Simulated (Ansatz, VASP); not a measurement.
**C: VASP beside Ansatz**

```
CELL_PARAMETERS angstrom
-1.19521 1.19521 1.19521
1.19521 -1.19521 1.19521
1.19521 1.19521 -1.19521
ATOMIC_POSITIONS crystal
C 0.00000 0.00000 0.00000
```

Alike in both runs: task single point; functional RPBE; k mesh 21 × 21 × 21; occupations fermi-dirac, width 0.1 eV; no spin polarisation.

|  | VASP | Ansatz |
| --- | --- | --- |
| version | VASP 6.6.1 | Ansatz 0.2.0 |
| potentials or method | VASP PAW PBE potentials, release 64 (C) | plane waves (420 eV) with PAW, scalar-relativistic |
| plane-wave cutoff (eV) | 520 | 420 |
| valence electrons in the cell | 4 | 4 |

|  | VASP | Ansatz | Ansatz less VASP |
| --- | --- | --- | --- |
| pressure (GPa) | -0.4 | -0.4 | -0.03 |

Caveats: the PAW data sets were made with another functional, which shifts forces and pressure a little (VASP).
